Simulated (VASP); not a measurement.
## CsBr: relaxation of cell and atoms with PBEsol

The system is CsBr.

```xyz
2
Lattice="4.2402 0.0000 0.0000 0.0000 4.2402 0.0000 0.0000 0.0000 4.2402" Properties=species:S:1:pos:R:3 pbc="T T T"
Cs    0.0000    0.0000    0.0000
Br    2.1201    2.1201    2.1201
```

The cell isn't the ideal one: cell and atoms relaxed tightly for response.

* Program: VASP 6.6.1
* Task: relaxation of cell and atoms
* Functional: PBEsol
* Potentials or basis: VASP PAW PBE potentials, release 64 (Cs_sv, Br)
* Cutoff: 600 eV
* k mesh: 6 × 6 × 6
* Occupations: gaussian, width 0.01 eV
* Spin: no spin polarisation
* Dipole correction: no
* Further INCAR settings: ALGO = Normal; EDIFF = 1e-06; IBRION = 2; EDIFFG = -0.001; NSW = 80; ISIF = 3

```yaml
Relaxed_volume: 38.33 Å³/atom
Relaxed_cell: a = 4.248 Å, b = 4.248 Å, c = 4.248 Å, α = 90.00°, β = 90.00°, γ = 90.00°
Space_group_after_relaxing_to_0.05_Å: Pm-3m (No. 221)
Energy_gained_by_relaxing: 0.1 meV/atom
Ionic_steps: 7
Pressure_after_relaxing: 0.0 GPa
Band_gap_on_the_k_mesh: 4.42 eV, direct
```

Step by step:
```tsv
step	energy change (eV)	largest force (eV/Å)	pressure (GPa)	volume (Å³)
1	0.0000	0.0000	0.09	76.24
2	-0.0001	0.0000	0.03	76.47
3	-0.0001	0.0000	0.01	76.61
4	-0.0001	0.0000	0.01	76.64
5	-0.0001	0.0000	0.00	76.71
6	-0.0001	0.0000	-0.01	76.68
7	-0.0001	0.0000	0.00	76.66
```

Final structure:
```
Cs Br
1.0
     4.24808    0.00000    0.00000
     0.00000    4.24808    0.00000
     0.00000    0.00000    4.24808
Cs Br
1 1
Direct
  0.00000 0.00000 0.00000
  0.50000 0.50000 0.50000
```

Levels at points of the mesh, in eV from the valence-band top:
| k point | band 6 | band 7 | band 8 | band 9 | band 10 | band 11 |
| --- | --- | --- | --- | --- | --- | --- |
| (0.00, 0.00, 0.00) | 0.00 | 0.00 | 0.00 | 4.42 | 4.76 | 4.76 |
| (0.50, 0.00, 0.00) | -1.43 | -0.24 | -0.24 | 5.83 | 7.33 | 7.75 |
| (0.50, 0.50, 0.00) | -0.60 | -0.60 | -0.01 | 5.14 | 5.39 | 7.18 |
| (0.50, 0.50, 0.50) | -1.29 | -1.29 | -1.29 | 8.39 | 8.39 | 8.39 |

Run time: 28 s on 1 thread of Intel(R) Xeon(R) 6975P-C (Granite Rapids), with other jobs on the host, peak memory 0.23 GiB.

Caveat: the PAW data sets were made with another functional, which shifts forces and pressure a little; spin-orbit coupling is left out, which moves the levels of the heavy elements. Zero-point motion and thermal expansion aren't in these numbers.
